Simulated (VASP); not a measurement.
# C (Fd-3m) in VASP: a series of runs, part 2 of 2

VASP 6.6.1. The steps go on from the part before.

### Step 4. Single point, LDA (grid = ENCUT=400 dk=0.6 cell=2x2x2 ISMEAR=0 SIGMA=0.05 LREAL=Auto EDIFF=1e-06)

File INCAR:

```
SYSTEM = C
  ALGO = Fast
  EDIFF = 1E-6
  ENCUT = 400
  ISIF = 2
  ISMEAR = 0
  LASPH = .TRUE.
  LCHARG = .FALSE.
  LREAL = Auto
  LWAVE = .FALSE.
  NBANDS = 40
  NELM = 120
  PREC = Accurate
  SIGMA = 0.05
```

File KPOINTS:

```
k-points
0
G
  3 3 3
  0 0 0
```

File POSCAR:

```
C
1.0
    0.0000000000      3.5667400000      3.5667400000
    3.5667400000      0.0000000000      3.5667400000
    3.5667400000      3.5667400000      0.0000000000
C
16
Direct
    0.3750000000      0.3750000000      0.3750000000
    0.3750000000      0.3750000000      0.8750000000
    0.3750000000      0.8750000000      0.3750000000
    0.3750000000      0.8750000000      0.8750000000
    0.8750000000      0.3750000000      0.3750000000
    0.8750000000      0.3750000000      0.8750000000
    0.8750000000      0.8750000000      0.3750000000
    0.8750000000      0.8750000000      0.8750000000
    0.2500000000      0.2500000000      0.2500000000
    0.2500000000      0.2500000000      0.7500000000
    0.2500000000      0.7500000000      0.2500000000
    0.2500000000      0.7500000000      0.7500000000
    0.7500000000      0.2500000000      0.2500000000
    0.7500000000      0.2500000000      0.7500000000
    0.7500000000      0.7500000000      0.2500000000
    0.7500000000      0.7500000000      0.7500000000
```

Potentials or basis: VASP PAW LDA potentials, release 64 (C).

The run is started by

```bash
cat potpaw_LDA.64/C/POTCAR > POTCAR
mpirun -np 1 vasp_std > vasp.out
```

OUTCAR:

```text
SYSTEM = C
   EDIFF = 1E-6
   ENCUT = 400
   ISIF = 2
   ISMEAR = 0
   LASPH = .TRUE.
   LREAL = Auto
   NELM = 120
   PREC = Accurate

 Found      4 irreducible k-points:

 Following reciprocal coordinates:
            Coordinates               Weight
  0.000000  0.000000  0.000000      1.000000
  0.333333  0.000000  0.000000      8.000000
  0.333333  0.333333  0.000000      6.000000
 -0.333333  0.333333  0.000000     12.000000
   k-points           NKPTS =      4   k-points in BZ     NKDIM =      4   number of bands    NBANDS=     40
   number of dos      NEDOS =    301   number of ions     NIONS =     16
   total plane-waves  NPLWV =  46656
   dimension x,y,z NGX =    36 NGY =   36 NGZ =   36
   dimension x,y,z NGXF=    72 NGYF=   72 NGZF=   72
   ions per type =              16
   NGX,Y,Z   is equivalent  to a cutoff of  11.86, 11.86, 11.86 a.u.
   NGXF,Y,Z  is equivalent  to a cutoff of  23.73, 23.73, 23.73 a.u.
 SYSTEM =  C
   PREC   = accura    normal or accurate (medium, high low for compatibility)
   ISTART =      0    job   : 0-new  1-cont  2-samecut
   ICHARG =      2    charge: 1-file 2-atom 10-const
   ISPIN  =      1    spin polarized calculation?
   LNONCOLLINEAR =      F non collinear calculations
   LSORBIT =      F    spin-orbit coupling
   LASPH  =      T    aspherical Exc in radial PAW
   ENCUT  =  400.0 eV  29.40 Ry    5.42 a.u.   8.23  8.23  8.23*2*pi/ulx,y,z
   NELM   =    120;   NELMIN=  2; NELMDL= -5     # of ELM steps
   EDIFF  = 0.1E-05   stopping-criterion for ELM
   LREAL  =      T    real-space projection
   EDIFFG = 0.1E-04   stopping-criterion for IOM
   NSW    =      0    number of steps for IOM
   IBRION =     -1    ionic relax: 0-MD 1-quasi-New 2-CG
   NFREE  =      0    steps in history (QN), initial steepest desc. (CG)
   ISIF   =      2    stress and relaxation
   ISYM   =      2    0-nonsym 1-usesym 2-fastsym
   POTIM  = 0.5000    time-step for ionic-motion
   TEBEG  =    0.0;   TEEND  =   0.0 temperature during run
   PSTRESS=    0.0 pullay stress
   NELECT =      64.0000    total number of electrons
   NUPDOWN=      -1.0000    fix difference up-down
   EMIN   =  10.00;   EMAX   =-10.00  energy-range for DOS
   EFERMI =   0.00;   METHOD = LEGACY
   ISMEAR =     0;   SIGMA  =   0.05  broadening in eV -4-tet -1-fermi 0-gaus
   EFERMI_NEDOS =   21; number of points for ismear=-14 and -15
   IALGO  =     68    algorithm
   IMIX   =      4    mixing-type and parameters
     AMIX     =   0.40;   BMIX     =  1.00
     AMIX_MAG =   1.60;   BMIX_MAG =  1.00
  volume/ion in A,a.u.               =       5.67        38.28
  Fermi-wavevector in a.u.,A,eV,Ry     =   1.457203  2.753714 28.891161  2.123440
  Thomas-Fermi vector in A             =   2.574032
   LORBIT       =      0    0 simple, 1 ext, 2 COOP (PROOUT), +10 PAW based schemes
   GGA     = CA    functional components
   LHFCALC =     F    Hartree Fock is set to
   AEXX    =    0.0000 exact exchange contribution
   IVDW    =     0    specifies the selected vdW correction
   LEPSILON=     F    determine dielectric tensor
   LRPA    =     F    only Hartree local field effects (RPA)
 non-spin polarized calculation
 RMM-DIIS sequential band-by-band and
 Gauss-broadening in eV      SIGMA  =   0.05
  energy-cutoff  :      400.00
  volume of cell :       90.75
 maximum number of plane-waves:      1652
 NGX is ok and might be reduce to    36
   NGX = 17   NGY = 17   NGZ = 17

 number of electron      64.0000025 magnetization

 Free energy of the ion-electron system (eV)
  ---------------------------------------------------
  ext. energy  EPLUGINS =         0.00000000
  ---------------------------------------------------
  free energy    TOTEN  =      -161.89637215 eV

  energy without entropy =     -161.89637215  energy(sigma->0) =     -161.89637215

 E-fermi :  10.0163     XC(G=0): -13.4991

 val. band max:        9.7470044531   @ k =   0.0000   0.0000   0.0000
 cond. band min:      13.8508307288   @ k =   0.3333   0.3333   0.0000
 fundamental gap:      4.1038262757
 Fermi energy:        10.0163071529

 k-point     1 :       0.0000    0.0000    0.0000
  band No.  band energies     occupation
      1     -11.5967      2.00000
      2      -5.7562      2.00000
      3      -5.7562      2.00000
      4      -5.7562      2.00000
      5      -5.7562      2.00000
      6      -3.6360      2.00000
[... 32 lines left out ...]
     39      15.2885      0.00000
[... 128 lines left out ...]
     39      18.3575      0.00000
     40      18.4023      0.00000

------------------------ aborting loop because EDIFF is reached ----------------------------------------

  FORCE on cell =-STRESS in cart. coord.  units (eV):
  Direction    XX          YY          ZZ          XY          YZ          ZX
  --------------------------------------------------------------------------------------
  -------------------------------------------------------------------------------------
  Total       -8.7913387     -8.7913387     -8.7913387      0.0000000      0.0000000     -0.0000000
  in kB     -155.2105514   -155.2105514   -155.2105514      0.0000000      0.0000000     -0.0000000
  external PRESSURE =    -155.2105514 kB  Pullay stress =       0.0000000 kB

 VOLUME and BASIS-vectors are now :
 -----------------------------------------------------------------------------
  energy-cutoff  :      400.00
  volume of cell :       90.75
      direct lattice vectors                 reciprocal lattice vectors
     0.000000000  3.566740000  3.566740000    -0.140184034  0.140184034  0.140184034
     3.566740000  0.000000000  3.566740000     0.140184034 -0.140184034  0.140184034
     3.566740000  3.566740000  0.000000000     0.140184034  0.140184034 -0.140184034

 POSITION                                       TOTAL-FORCE (eV/Angst)
 -----------------------------------------------------------------------------------
      2.67505      2.67505      2.67505         0.000000      0.000000     -0.000000
      4.45843      4.45843      2.67505         0.000000      0.000000     -0.000000
      4.45843      2.67505      4.45843         0.000000      0.000000     -0.000000
      6.24179      4.45843      4.45843         0.000000      0.000000      0.000000
      2.67505      4.45843      4.45843         0.000000      0.000000     -0.000000
      4.45843      6.24179      4.45843         0.000000      0.000000     -0.000000
[... 8 lines left out ...]
      3.56674      3.56674      5.35011        -0.000000     -0.000000      0.000000
      5.35011      5.35011      5.35011        -0.000000     -0.000000     -0.000000
 -----------------------------------------------------------------------------------
    total drift:                                0.000000     -0.000000     -0.000000

  FREE ENERGIE OF THE ION-ELECTRON SYSTEM (eV)
  ---------------------------------------------------
  free  energy   TOTEN  =      -161.8963721509 eV

  energy  without entropy=     -161.8963721509  energy(sigma->0) =     -161.89637215
```

Run time: 32 s. Hardware: 1 thread of Intel Xeon Platinum 8488C (Sapphire Rapids), shared host; peak memory 0.16 GiB.

The run converged, but some of its settings lie outside the range that counts as converged, so its numbers aren't taken as properties of the crystal.

What came out:

```yaml
Free_energy: -161.8964 eV
Band_gap_on_the_k_mesh: 4.10 eV
```

Caveat: the k mesh is coarse (spacing up to 0.51 Å⁻¹), so the values aren't converged; the cutoff is under 1.25 times the usual one of these potentials, so pressure, stress and relaxed cells hold a basis-set (Pulay) error; an odd mesh through Γ misses points on the zone boundary, where band edges often lie.

### Step 5. Single point, LDA (grid = ENCUT=280 dk=0.45 cell=2x2x2 ISMEAR=0 SIGMA=0.05 LREAL=Auto EDIFF=1e-06)

INCAR: that of step 4 with these lines changed.

```diff
@@ -3,3 +3,3 @@
   EDIFF = 1E-6
-  ENCUT = 400
+  ENCUT = 280
   ISIF = 2
```

File KPOINTS:

```
k-points
0
G
  4 4 4
  0 0 0
```

POSCAR is that of step 4.

The run is started by

```bash
cat potpaw_LDA.64/C/POTCAR > POTCAR
mpirun -np 1 vasp_std > vasp.out
```

Wall time 26 s (1 thread of Intel Xeon Platinum 8488C (Sapphire Rapids), shared host); peak memory 0.13 GiB.

The run converged, but a check on its numbers failed (symmetry, net force, bounds or a known fault of this set-up), so they aren't taken as properties of the crystal.

Caveat: the cutoff lies under the usual one of these potentials, so the numbers hold a large basis-set error; a pressure of tens of GPa on the cell as given is suspect, and the run, the potentials or the cell itself is likely at fault.

### Step 6. The reference run

An earlier run on the cell as given: functional PBE; potentials or basis VASP PAW PBE potentials, release 64 (C); cutoff 520 eV; k mesh 13 × 13 × 13; occupations fermi-dirac, width 0.05 eV; no spin polarisation.

* Pressure: 2.5 GPa
* Band gap on the k mesh: 4.14 eV, indirect (least direct gap 5.59 eV)
